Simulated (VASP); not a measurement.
# InP (F-43m) in VASP: further runs, part 2 of 2

VASP 6.6.1.

## 3. Single point, LDA (volume scaled by 0.94)

INCAR

```
SYSTEM = InP
PREC = Accurate
ENCUT = 520
EDIFF = 1E-6
ISMEAR = -1
SIGMA = 0.05
LREAL = .FALSE.
LASPH = .TRUE.
NELM = 100
ALGO = Normal
ISIF = 2
LWAVE = .FALSE.
LCHARG = .FALSE.
GGA = CA
NBANDS = 16
```

KPOINTS

```
Automatic mesh
0
G
  8 8 8
  0 0 0
```

POSCAR

```
InP
1.0
    0.0000000000      2.8706770916      2.8706770916
    2.8706770916      0.0000000000      2.8706770916
    2.8706770916      2.8706770916      0.0000000000
In P
1 1
Direct
    0.0000000000      0.0000000000      0.0000000000
    0.7500000000      0.7500000000      0.7500000000
```

Potentials or basis: VASP PAW LDA potentials, release 64 (In_d, P).

Launch:

```console
cat potpaw_LDA.64/In_d/POTCAR potpaw_LDA.64/P/POTCAR > POTCAR
mpirun -np 1 vasp_std > vasp.out
```

OUTCAR:

```text
SYSTEM = InP
   PREC = Accurate
   ENCUT = 520
   EDIFF = 1E-6
   ISMEAR = -1
   LREAL = .FALSE.
   LASPH = .TRUE.
   NELM = 100
   ISIF = 2
   GGA = CA

 ion  position               nearest neighbor table
   1  0.000  0.000  0.000-   2 2.49   2 2.49   2 2.49   2 2.49
   2  0.750  0.750  0.750-   1 2.49   1 2.49   1 2.49   1 2.49

  LATTYP: Found a face centered cubic cell.
 ALAT       =     5.7413541832

  Lattice vectors:

 A1 = (   0.0000000000,   2.8706770916,   2.8706770916)
 A2 = (   2.8706770916,   0.0000000000,   2.8706770916)
 A3 = (   2.8706770916,   2.8706770916,   0.0000000000)

Analysis of symmetry for initial positions (statically):
=====================================================================
 Subroutine PRICEL returns:
 Original cell was already a primitive cell.

 Routine SETGRP: Setting up the symmetry group for a
 face centered cubic supercell.

 Subroutine GETGRP returns: Found 24 space group operations
 (whereof 24 operations were pure point group operations)
 out of a pool of 48 trial point group operations.

The static configuration has the point symmetry T_d .

Analysis of symmetry for dynamics (positions and initial velocities):
=====================================================================
 Subroutine PRICEL returns:
 Original cell was already a primitive cell.

 Routine SETGRP: Setting up the symmetry group for a
 face centered cubic supercell.

 Subroutine GETGRP returns: Found 24 space group operations
 (whereof 24 operations were pure point group operations)
 out of a pool of 48 trial point group operations.

The dynamic configuration has the point symmetry T_d .

 Subroutine INISYM returns: Found 24 space group operations
 (whereof 24 operations are pure point group operations),
 and found     1 'primitive' translations

----------------------------------------------------------------------------------------

                                     Primitive cell

  volume of cell :      47.3133

  direct lattice vectors                    reciprocal lattice vectors
     0.000000000  2.870677092  2.870677092    -0.174174936  0.174174936  0.174174936
     2.870677092  0.000000000  2.870677092     0.174174936 -0.174174936  0.174174936
     2.870677092  2.870677092  0.000000000     0.174174936  0.174174936 -0.174174936

  length of vectors
     4.059750476  4.059750476  4.059750476     0.301679839  0.301679839  0.301679839

  position of ions in fractional coordinates (direct lattice)
     0.000000000  0.000000000  0.000000000
     0.750000000  0.750000000  0.750000000

  ion indices of the primitive-cell ions
   primitive index   ion index
                 1           1
                 2           2

----------------------------------------------------------------------------------------

 KPOINTS: Automatic mesh

Automatic generation of k-mesh.
 Grid dimensions read from file:
 generate k-points for:    8    8    8

 Generating k-lattice:

  Cartesian coordinates                     Fractional coordinates (reciprocal lattice)
    -0.021771867  0.021771867  0.021771867     0.125000000  0.000000000  0.000000000
     0.021771867 -0.021771867  0.021771867     0.000000000  0.125000000  0.000000000
     0.021771867  0.021771867 -0.021771867     0.000000000  0.000000000  0.125000000

  Length of vectors
     0.037709980  0.037709980  0.037709980

  Shift w.r.t. Gamma in fractional coordinates (k-lattice)
     0.000000000  0.000000000  0.000000000

 Subroutine IBZKPT returns following result:
 ===========================================

 Found     29 irreducible k-points:

 Following reciprocal coordinates:
            Coordinates               Weight
  0.000000  0.000000  0.000000      1.000000
  0.125000  0.000000  0.000000      8.000000
  0.250000  0.000000  0.000000      8.000000
  0.375000  0.000000  0.000000      8.000000
  0.500000  0.000000  0.000000      4.000000
  0.125000  0.125000  0.000000      6.000000
[... 16 lines left out ...]
  0.500000  0.250000  0.125000     48.000000
 -0.375000  0.250000  0.125000     24.000000
 [... further k-points ...]
   k-points           NKPTS =     29   k-points in BZ     NKDIM =     29   number of bands    NBANDS=     16
   number of dos      NEDOS =    301   number of ions     NIONS =      2
   total plane-waves  NPLWV =  27000
   dimension x,y,z NGX =    30 NGY =   30 NGZ =   30
   dimension x,y,z NGXF=    60 NGYF=   60 NGZF=   60
   ions per type =               1   1
   NGX,Y,Z   is equivalent  to a cutoff of  12.28, 12.28, 12.28 a.u.
   NGXF,Y,Z  is equivalent  to a cutoff of  24.57, 24.57, 24.57 a.u.
 SYSTEM =  InP
   PREC   = accura    normal or accurate (medium, high low for compatibility)
   ISTART =      0    job   : 0-new  1-cont  2-samecut
   ICHARG =      2    charge: 1-file 2-atom 10-const
   ISPIN  =      1    spin polarized calculation?
   LNONCOLLINEAR =      F non collinear calculations
   LSORBIT =      F    spin-orbit coupling
   LASPH  =      T    aspherical Exc in radial PAW
   ENCUT  =  520.0 eV  38.22 Ry    6.18 a.u.   7.55  7.55  7.55*2*pi/ulx,y,z
   NELM   =    100;   NELMIN=  2; NELMDL= -5     # of ELM steps
   EDIFF  = 0.1E-05   stopping-criterion for ELM
   LREAL  =      F    real-space projection
   EDIFFG = 0.1E-04   stopping-criterion for IOM
   NSW    =      0    number of steps for IOM
   IBRION =     -1    ionic relax: 0-MD 1-quasi-New 2-CG
   NFREE  =      0    steps in history (QN), initial steepest desc. (CG)
   ISIF   =      2    stress and relaxation
   ISYM   =      2    0-nonsym 1-usesym 2-fastsym
   POTIM  = 0.5000    time-step for ionic-motion
   TEBEG  =    0.0;   TEEND  =   0.0 temperature during run
   PSTRESS=    0.0 pullay stress
   NELECT =      18.0000    total number of electrons
   NUPDOWN=      -1.0000    fix difference up-down
   EMIN   =  10.00;   EMAX   =-10.00  energy-range for DOS
   EFERMI =   0.00;   METHOD = LEGACY
   ISMEAR =    -1;   SIGMA  =   0.05  broadening in eV -4-tet -1-fermi 0-gaus
   EFERMI_NEDOS =   21; number of points for ismear=-14 and -15
   IALGO  =     38    algorithm
   IMIX   =      4    mixing-type and parameters
     AMIX     =   0.40;   BMIX     =  1.00
     AMIX_MAG =   1.60;   BMIX_MAG =  1.00
  volume/ion in A,a.u.               =      23.66       159.64
  Fermi-wavevector in a.u.,A,eV,Ry     =   1.186237  2.241662 19.145537  1.407157
  Thomas-Fermi vector in A             =   2.322414
   LORBIT       =      0    0 simple, 1 ext, 2 COOP (PROOUT), +10 PAW based schemes
   GGA     = CA    functional components
   LHFCALC =     F    Hartree Fock is set to
   AEXX    =    0.0000 exact exchange contribution
   IVDW    =     0    specifies the selected vdW correction
   LEPSILON=     F    determine dielectric tensor
   LRPA    =     F    only Hartree local field effects (RPA)
 non-spin polarized calculation
  energy-cutoff  :      520.00
  volume of cell :       47.31
 maximum number of plane-waves:      1288
   NGX = 15   NGY = 15   NGZ = 15

 number of electron      17.9999999 magnetization

 Free energy of the ion-electron system (eV)
  ---------------------------------------------------
  ext. energy  EPLUGINS =         0.00000000
  ---------------------------------------------------
  free energy    TOTEN  =        -9.64856732 eV

  energy without entropy =       -9.64856585  energy(sigma->0) =       -9.64856658

 E-fermi :   6.1708     XC(G=0):  -9.8799

 val. band max:        5.7190361226   @ k =   0.0000   0.0000   0.0000
 cond. band min:       6.5631668435   @ k =   0.0000   0.0000   0.0000
 fundamental gap:      0.8441307210
 Fermi energy:         6.1708410769

 k-point     1 :       0.0000    0.0000    0.0000
  band No.  band energies     occupation
      1      -8.6167      2.00000
      2      -8.6167      2.00000
      3      -8.6167      2.00000
      4      -8.4281      2.00000
      5      -8.4281      2.00000
      6      -6.2718      2.00000
[... 8 lines left out ...]
     15      15.2676      0.00000
     16      15.2676      0.00000
[... 419 lines left out ...]
 k-point    24 :      -0.3750    0.2500    0.1250
  band No.  band energies     occupation
      1      -8.7823      2.00000
      2      -8.5571      2.00000
      3      -8.5314      2.00000
      4      -8.4364      2.00000
      5      -8.4122      2.00000
      6      -3.9432      2.00000
[... 8 lines left out ...]
     15      16.4448      0.00000
     16      17.1957      0.00000

 [... further k-points ...]

------------------------ aborting loop because EDIFF is reached ----------------------------------------

  FORCE on cell =-STRESS in cart. coord.  units (eV):
  Direction    XX          YY          ZZ          XY          YZ          ZX
  --------------------------------------------------------------------------------------
  -------------------------------------------------------------------------------------
  Total        1.0375145      1.0375145      1.0375145     -0.0000000      0.0000000      0.0000000
  in kB       35.1335267     35.1335267     35.1335267     -0.0000000      0.0000000      0.0000000
  external PRESSURE =      35.1335267 kB  Pullay stress =       0.0000000 kB

 VOLUME and BASIS-vectors are now :
 -----------------------------------------------------------------------------
  energy-cutoff  :      520.00
  volume of cell :       47.31
      direct lattice vectors                 reciprocal lattice vectors
     0.000000000  2.870677092  2.870677092    -0.174174936  0.174174936  0.174174936
     2.870677092  0.000000000  2.870677092     0.174174936 -0.174174936  0.174174936
     2.870677092  2.870677092  0.000000000     0.174174936  0.174174936 -0.174174936

 POSITION                                       TOTAL-FORCE (eV/Angst)
 -----------------------------------------------------------------------------------
      0.00000      0.00000      0.00000         0.000000     -0.000000      0.000000
      4.30602      4.30602      4.30602        -0.000000      0.000000     -0.000000
 -----------------------------------------------------------------------------------
    total drift:                                0.000000      0.000000      0.000000

  FREE ENERGIE OF THE ION-ELECTRON SYSTEM (eV)
  ---------------------------------------------------
  free  energy   TOTEN  =        -9.6485673195 eV

  energy  without entropy=       -9.6485658479  energy(sigma->0) =       -9.64856658
```

OSZICAR:

```text
N       E                     dE             d eps       ncg     rms          rms(c)
DAV:   1     0.111792791649E+03    0.11179E+03   -0.83853E+03   936   0.130E+03
DAV:   2    -0.225114589087E+01   -0.11404E+03   -0.10845E+03  1008   0.306E+02
DAV:   3    -0.990505211917E+01   -0.76539E+01   -0.76207E+01  1232   0.771E+01
DAV:   4    -0.101086510020E+02   -0.20360E+00   -0.20355E+00  1184   0.132E+01
DAV:   5    -0.101189903235E+02   -0.10339E-01   -0.10339E-01  1360   0.263E+00    0.645E+00
DAV:   6    -0.970325322808E+01    0.41574E+00   -0.59768E-01  1504   0.135E+01    0.382E+00
DAV:   7    -0.965402660351E+01    0.49227E-01   -0.15791E-01  1376   0.342E+00    0.123E+00
DAV:   8    -0.964877949937E+01    0.52471E-02   -0.15515E-02  1160   0.145E+00    0.455E-01
DAV:   9    -0.964854758189E+01    0.23192E-03   -0.10879E-03  1280   0.328E-01    0.217E-01
DAV:  10    -0.964856893552E+01   -0.21354E-04   -0.18451E-04  1376   0.223E-01    0.112E-01
DAV:  11    -0.964856977754E+01   -0.84202E-06   -0.47733E-05  1440   0.109E-01    0.668E-02
DAV:  12    -0.964856730274E+01    0.24748E-05   -0.58191E-06  1128   0.167E-02    0.120E-02
DAV:  13    -0.964856731951E+01   -0.16768E-07   -0.56702E-07   680   0.445E-03
   1 F= -.96485673E+01 E0= -.96485666E+01  d E =-.147165E-05
```

It took 40 s on 1 thread of AMD EPYC 7R13, shared host; peak memory 0.13 GiB.

What came out:

| Property | Result |
| --- | --- |
| Free energy | -9.6486 eV |
| Pressure | 3.5 GPa |
| Band gap on the k mesh | 0.84 eV, direct |

Levels at points of the mesh, in eV from the valence-band top:
| k point | band 5 | band 6 | band 7 | band 8 | band 9 | band 10 | band 11 | band 12 | band 13 | band 14 |
| --- | --- | --- | --- | --- | --- | --- | --- | --- | --- | --- |
| (0.00, 0.00, 0.00) | -14.15 | -11.99 | 0.00 | 0.00 | 0.00 | 0.84 | 3.95 | 3.95 | 3.95 | 8.58 |
| (0.50, 0.00, 0.00) | -14.13 | -10.02 | -6.18 | -1.09 | -1.09 | 1.47 | 4.70 | 4.70 | 7.00 | 9.54 |
| (0.50, 0.50, 0.00) | -14.10 | -9.28 | -6.14 | -2.58 | -2.58 | 1.49 | 2.11 | 9.39 | 9.85 | 9.85 |

Caveat: spin-orbit coupling is left out, which moves the levels of the heavy elements.

## 4. Against experiment

Step 2. Measured gap of InP: 1.4236 eV (direct; 1.6 K; a printed reference work, data compilation). This calculation gives 0.51 eV (-0.91 eV). Spin-orbit coupling on In is left out. The value is that of LDA, without temperature or zero-point motion. Semilocal functionals fall short of measured gaps as a rule.
